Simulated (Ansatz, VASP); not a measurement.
This is a calculation of Au for Ansatz 0.2.0.

Contents of input.yaml:

```yaml
crystal:
  lattice:
    - [0.0, 2.035, 2.035]
    - [2.035, 0.0, 2.035]
    - [2.035, 2.035, 0.0]
  atoms:
    - { symbol: Au, position: [0.0, 0.0, 0.0] }
hamiltonian:
  xc: pbesol
  pseudopotentials: { kind: paw }
  dispersion: d3bj
kpoints:
  mp_grid: { grid: [11, 11, 11] }
scf:
  occupations: { method: fermi_dirac, width: 0.05 }
output:
  forces: true
  stress: true
relax:
  f_tol: 0.01
  max_steps: 40
  cell: { stress_tol: 0.05 }
```

Potentials or basis: Ansatz PAW.

Launch:

```console
$ ansatz run input.yaml --threads 2 --pin off --max-ram 5632MiB --backend cpu --events-out ev --progress --plain --runs-dir out
```

Question: Set up the same calculation for VASP 6.6.1. Potentials there: VASP PAW PBE potentials, release 64 (Au).

Answer: As run (the cutoff follows the program's own potentials):

Contents of INCAR:

```
SYSTEM = Au
ALGO = Fast ; EDIFF = 1E-6
EDIFFG = -0.005 ; ENCUT = 600
GGA = PS ; IBRION = 2
ISIF = 3 ; ISMEAR = -1
IVDW = 12 ; LASPH = .True.
LCHARG = .False. ; LREAL = .False.
LWAVE = .False. ; NELM = 60
NSW = 40 ; PREC = Accurate
SIGMA = 0.05
```

The input KPOINTS:

```
k-points
0
Gamma
  11 11 11
  0 0 0
```

POSCAR

```
Au
1.0
    0.0000000000      2.0350000000      2.0350000000
    2.0350000000      0.0000000000      2.0350000000
    2.0350000000      2.0350000000      0.0000000000
Au
1
Direct
    0.0000000000      0.0000000000      0.0000000000
```

Potentials or basis: VASP PAW PBE potentials, release 64 (Au).

Run with:

```sh
$ cat potpaw_PBE.64/Au/POTCAR > POTCAR
$ mpirun -np 1 vasp_std > vasp.out
```

Both were run:

|  | VASP | Ansatz | Ansatz less VASP |
| --- | --- | --- | --- |
| relaxed volume (Å³/atom) | 16.44 | 16.45 | +0.013 |
| relaxed cell length with the largest relative difference (Å) | 2.854 | 2.855 | +0.0007 |
| energy change over the relaxation (meV/atom) | -6 | -6 | +0.6 |

The two sets of potentials don't hold the same shells in valence.

Caveats: the PAW data sets were made with another functional, which shifts forces and pressure a little (VASP); pairwise dispersion overbinds metals, which lowers pressure and volume (VASP); the plane-wave basis is chosen anew once the cell has moved, so the energies of steps on either side of that aren't comparable (Ansatz); the PAW data sets come from PBE, with cores solved anew for the run's functional, which leaves a small shift of forces and pressure (Ansatz). Spin-orbit coupling is left out, which matters for the levels of Au.
